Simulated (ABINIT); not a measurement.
Crystal: Ti.

```
Ti
1.0
     2.95000    0.00000    0.00000
    -1.47500    2.55477    0.00000
     0.00000    0.00000    4.68000
Ti
2
Direct
  0.66667 0.33333 0.75000
  0.33333 0.66667 0.25000
```

Base run:

```yaml
Program: ABINIT 10.8.3 (patched build)
Functional: PBE
Potentials_or_basis: JTH PAW PBE v2.0
Cutoff: 408 eV
k_mesh: 10 × 10 × 6
Occupations: fermi-dirac, width 0.05 eV
Spin: no spin polarisation
```

Its results: band gap on the k mesh none (metal or under the smearing width); pressure -1.3 GPa.

Problem. The run is repeated on the same cell with these changes: functional from PBE to PBEsol. What comes out?

Solution. Band gap on the k mesh none (metal or under the smearing width); pressure -5.5 GPa.

PBEsol binds more tightly than PBE, so the same cell stands under less pressure.

Caveats: the PAW data sets were made with another functional, which shifts forces and pressure a little (some runs).
